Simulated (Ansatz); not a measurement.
# Electron–phonon scattering in ZnCu in the L11 ordering, part 2 of 5

How good a conductor is ZnCu in the L11 ordering when only phonons scatter, and how much computing does the answer need?

Ansatz 0.2.0; DFT PBEsol, scalar-relativistic, plane waves, PAW.

So far. Step 3 (Relaxation): The largest force is now zero by symmetry and the largest stress component 0.0056 GPa. Step 4 (Relaxing tightly for phonons): The largest force is now zero by symmetry and the largest stress component 0.0055 GPa, small enough for phonons. The relaxed cell has a = 2.621, c = 12.463 Å (conventional setting).

The structure was built from a prototype and need not be the compound's stable phase.

## Step 5: Phonons by linear response: q 2×2×2, k 8×8×8

Couplings are defined for a stable lattice alone, so phonons come first.

input.yaml reads:

```yaml
crystal:
  lattice:
    - [3.6342238069, 1.7807010482, 1.7807010482]
    - [1.7807010482, 3.6342238069, 1.7807010482]
    - [1.7807010482, 1.7807010482, 3.6342238069]
  atoms:
    - { symbol: Cu, position: [0.0, 0.0, 0.0] }
    - { symbol: Zn, position: [0.5, 0.5, 0.5] }
kpoints:
  mp_grid: { grid: [8, 8, 8] }
hamiltonian:
  xc: pbesol
scf:
  occupations: { method: methfessel_paxton, width: 0.2 }
output:
  eigenvalues: true
phonons:
  method: dfpt
  qmesh: [2, 2, 2]
  temperatures: { t_max: 1000, t_step: 50 }
  qpath:
    path:
      - [[0.0, 0.0, 0.0], [0.5, 0.5, 0.5], [0.81121576, 0.18878424, 0.5]]
      - [[0.5, -0.18878424, 0.18878424], [0.5, 0.0, 0.0], [0.0, 0.0, 0.0], [0.34439212, -0.34439212, 0.0]]
      - [[0.65560788, 0.0, 0.34439212], [0.5, 0.0, 0.5], [0.0, 0.0, 0.0]]
    npoints: 10
```

The run is started by

```console
> ansatz run input.yaml --threads 4 --pin off --max-ram 8192MiB --backend cpu --events-out ev --progress --plain --runs-dir out
```

Numbers of over 12 decimals in the logs are rounded to 6 here.

The log of the run:

```text
[...]
Crystal: 2 atoms, lattice volume = 24.721 Å³
Basis set: ecut = 420 eV, 499 PW (Γ), exchange–correlation on 60×60×60 points (8 copies of the dense FFT grid, shifted against one another)
Bands: 20, of which v1, the nominal top of the filled ones, is band 16 counted from 1 (15 counted from 0)
Symmetry: 12 space group operations
k-points: 65 of 512
[...]
SCF iter   1: F=—  HF=-9869.796901 eV  |F-HF|=—  |Δ(HF+E_count)|=         —  Δρ=1.56e-2  dr2=3.33e-2  ethr=1.77e-3  ⟨swp⟩=4.9  Hψ=5401  notcnv=0
[...]
SCF iter   8: F=-9869.790234 eV  HF=-9869.790234 eV  |F-HF|=1.82e-12  |Δ(HF+E_count)|=  1.18e-10  S|Δr|=    0.00e0  Δρ=2.50e-7  dr2=7.69e-12  ethr=1.00e-12  ⟨swp⟩=6.0  Hψ=7396  notcnv=0
SCF 1 converged in 8 iterations: F = -9869.790234 eV  dr2 = 7.69e-12
[...]
phonons: the bands overlap, so this run is a metal and interpolates without the dipole-dipole term. If the crystal is really an insulator or semiconductor, its LO-TO splitting is missing
NSCF: frozen V_eff on 65 k-points
[...]
DFPT response loops at q = (0, 0, 0) (fractional): preconditioner auto → Kerker (q_TF=auto, 2.833 Å⁻¹) (partly filled bands, converged f_vac=0.000); β = 1.00, the filter's whole step (`scf.mixing.beta` (0.50) is not read by the response loops under this deck's `scf.mixing.preconditioner`; to damp them name `kerker` or `kerker_dos`, under which they read `scf.mixing.beta`, and type it under 1.00, their step now; both keys bind the ground state too); Broyden in place of MSR1
[...]
SCF converged after 8 iterations
Stability not checked: this state was not tested for a lower state beside it, because cold or Methfessel-Paxton smearing, or corrected tetrahedra, fill the levels in a way that the test cannot read (fill_not_monotonic; see scf.lower_state_search)
Free energy (F): -9869.790234 eV
[...]
Internal energy: -9869.789745 eV  (E = F + TS)
E sigma→0 (E₀):  -9869.790112 eV
Entropy (-TS):   -0.000489 eV (-0.244 meV/atom)
Fermi energy:    15.026601 eV
[...]
--- Band table (eV; the first three rows and the last of 65) ---
  k-point 0: bands = [... 12 lower, 11.8351, 12.4420, 12.4420, 12.7661, 16.8215, 33.4783, 33.4783, 34.0214]
  k-point 1: bands = [... 12 lower, 11.8037, 11.9846, 12.3967, 13.9205, 17.1672, 28.7993, 31.6504, 32.5197]
  k-point 2: bands = [... 12 lower, 11.6920, 12.2816, 12.3668, 15.3693, 18.4774, 23.1823, 27.5643, 29.4927]
  k-point 64: bands = [... 12 lower, 11.7891, 11.7891, 12.3811, 12.3811, 25.7120, 26.1485, 34.0309, 34.0309]
--- Phonons (Γ-DFPT): 2 representative perturbations + reference (Σ response iterations 8) ---
  ASR residual: 5.373e-5 → 0.000e0 eV/Å²; symmetrization residual: 1.054e-6 eV/Å²
  ASR residual per site (eV/Å²): 2.32e-5 5.37e-5
  Γ frequencies (cm⁻¹): 0.00 0.00 0.00 121.83 121.83 241.68
--- Phonons (arbitrary-q DFPT): 4 irreducible q on the 2×2×2 mesh ---
  q = [0.0000, 0.0000, 0.0000] (star 1, of the zone-centre solve; hermiticity 6.06e-7, symmetrization 1.66e-12): -0.00 -0.00 0.00 121.83 121.83 241.68
  q = [0.0000, 0.0000, -0.5000] (star 3, 4 solved perturbations in 820 linear systems a pass and spin channel, the states on 260 of 512 k-point pairs; hermiticity 1.53e-7, symmetrization 2.83e-13): 134.18 134.39 147.74 157.93 196.10 224.77
[...]
q = [-0.5000, -0.5000, -0.5000] (star 1, 2 solved perturbations on 150 of 512 k-point pairs; hermiticity 1.08e-12, symmetrization 1.90e-12): 84.86 84.86 85.39 85.39 171.64 178.27
  sum rule: each row above includes the acoustic sum rule's correction from the zone centre's row sums; it moved no ω² by more than (0.57 cm⁻¹)²
  mesh force constants: q→R imaginary residual 1.80e-17; ASR residual 5.373e-5 → 0.000e0 eV/Å²; symmetrization residual 1.832e-15 eV/Å²
  interpolated dispersion: 73 rows × 6 modes
  density of states and harmonic sums: on the 28×28×28 q-mesh, interpolated from the force constants of a 2×2×2 supercell (no non-analytic term)
  largest difference from the sums on the solved wave vectors: F 6.88e-2 eV, S 1.01e-4 and C_V 3.23e-5 eV/K
  zero-point energy: 0.057358 eV/cell   skipped modes (ω ≤ 0): 3   left out of the sums: 2.28e-5 of the cell's modes: C_V's classical limit lies that fraction below 3 k_B per atom; for a crystal, a wire or a layer, F and S can be off by more, and a phonons.interpolated_qmesh denser along its periods is the remedy for the sampling
```

It took 38 s on 4 threads of Intel Xeon Platinum 8488C (Sapphire Rapids), shared host; peak memory 0.79 GiB; 2.4 min of CPU time.

Numbers from this step:

| Item | Value |
| --- | --- |
| zero point energy | 0.05736 eV/cell |
| share of imaginary modes in the plain interpolation between solved wavevectors | 0 |
| highest frequency, solved or plainly interpolated | 244.3 cm⁻¹ |
| Debye temperature (second moment) | 299 K |

Solved on the 2×2×2 mesh alone; all other wavevectors are interpolated. The phonon branches at the labelled points (cm⁻¹):

| point | branch 1 | branch 2 | branch 3 | branch 4 | branch 5 | branch 6 |
| --- | --- | --- | --- | --- | --- | --- |
| Γ | 0 | 0 | 0 | 122 | 122 | 242 |
| halfway | 46 | 46 | 96 | 112 | 112 | 225 |
| T | 85 | 85 | 85 | 85 | 172 | 178 |
| halfway | 112 | 114 | 135 | 144 | 192 | 202 |
| H2 | 124 | 142 | 170 | 181 | 207 | 220 |
| jump to H0 | 124 | 142 | 170 | 181 | 207 | 220 |
| halfway | 126 | 138 | 172 | 178 | 194 | 216 |
| L | 134 | 134 | 148 | 158 | 196 | 225 |
| halfway | 78 | 89 | 132 | 142 | 178 | 216 |
| Γ | 0 | 0 | 0 | 122 | 122 | 242 |
| halfway | 70 | 114 | 146 | 160 | 185 | 211 |
| S0 | 124 | 143 | 167 | 196 | 197 | 218 |
| jump to S2 | 124 | 143 | 167 | 196 | 197 | 218 |
| halfway | 115 | 130 | 152 | 173 | 215 | 237 |
| F | 108 | 110 | 157 | 160 | 221 | 244 |
| halfway | 75 | 75 | 141 | 154 | 172 | 220 |
| Γ | 0 | 0 | 0 | 122 | 122 | 242 |

The phonon branches as a text plot (rows in cm⁻¹; labels by their first letter):

```
    239 |**                          *****          *****      **
    229 |  *         **      *     **     *        *     **  **
    219 |           *  **  ** **  *        *      * ****** **
    209 |   *      ********     **          * **** *      *
    198 |         **     ****** *            **** *
    188 |    *   **     *      * *          *    *         *
    178 |     ***      ****    ** *          ***** *
    168 |     **      **   *  *            *    * * **      *
    158 |    *       *      **   * *      * ****     *********
    148 |         ***        *      *       * *******     **
    137 |        ******************  *   * * *              ***
    127 |   *    * ********** **  ***** ***       * *         ***
    117 |***      **            *  *   *    *    * ***
    107 |   *   ***             **        *     *    *****    *
     97 |  * * * *               *  *      *  **          *
     87 |     ***                 *          *             *
     76 |    *                    **     *                  *  *
     66 |   *                      * *    * *                *
     56 | *                         *      *
     46 |  *                        *    **                   *
     36 |                            ** *                      **
     25 | *                             **
     15 |*                            * *                       *
      5 |*                             *
         Γ    T       H|H    L         Γ         S|S   F        Γ
```

Lowest modes at the softest wavevector of the mesh. Modes at q = (0.500, 0.500, 0.500), with each element's share of the kinetic energy:

| mode | frequency (cm⁻¹) | Cu % | Zn % |
| --- | --- | --- | --- |
| 1 | 84.9 | 100 | 0 |
| 2 | 84.9 | 100 | 0 |
| 3 | 85.4 | 0 | 100 |
| 4 | 85.4 | 0 | 100 |
| 5 | 171.6 | 100 | 0 |
| 6 | 178.3 | 0 | 100 |

Displacements in mode 1 (84.9 cm⁻¹), the largest set to 1, in the home cell:
```
Cu1  1.00 -0.28 -0.72
Zn2  0.00  0.00  0.00
```

Displacements in mode 3 (85.4 cm⁻¹), the largest set to 1, in the home cell (x, y, z of the real part, then of the imaginary part):
```
Cu1  0.00  0.00  0.00  0.00  0.00  0.00
Zn2  0.37  0.62 -1.00  0.51 -0.43 -0.08
```

Among the solved wavevectors the lowest mode, translations apart, is 84.9 cm⁻¹, so these are real on this k mesh.

(Part 2 of 5 ends here.)

[Logs are printed without paths, hosts, clocks, repeated set-up lines and the standing remarks that a program may print on its own settings, such as how far it seeks lower states.]

[Hosts, paths, dates, database ids (printed as entryN), source tags and the programs' standing remarks are cut or masked in the printed files.]
